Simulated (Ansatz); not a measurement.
Runs of Ansatz 0.2.0 on Sb. It takes space group P2_1/m (No. 11, monoclinic). The conventional cell has a = 3.122 Å, b = 4.348 Å, c = 4.406 Å, α = 90.00°, β = 90.51°, γ = 90.00°. Sb (site symmetry m) is surrounded by 6 Sb at 3.04 to 3.15 Å. This isn't the form of Sb at room conditions, which is rhombohedral.

| level | gap on the mesh (eV) | pressure (GPa) | relaxed volume (Å³/atom) |
| --- | --- | --- | --- |
| PBE+D3(BJ) | none | 0.0 | 28.62 |
| PBE+D4 | none | 0.0 | 28.61 |
| PBE+D3(BJ)-ATM | none | 0.0 | (a) |
| PBE | none | 0.0 | 30.06 |

Alike in all rows: task relaxation of cell and atoms; potentials or basis Ansatz PAW; no spin polarisation; cell relaxed; k mesh 9 × 6 × 6; cutoff (eV) 420; smearing fermi-dirac 0.05 eV.

Q: Estimate the missing entries.

A: (a) 28.75.

Caveats: the plane-wave basis is chosen anew once the cell has moved, so the energies of steps on either side of that aren't comparable; pairwise dispersion overbinds metals, which lowers pressure and volume (some runs).

A k mesh can miss the band edges, and the runs leave out spin-orbit coupling on Sb.

A gap of «none» marks a metal or a gap under the smearing width.
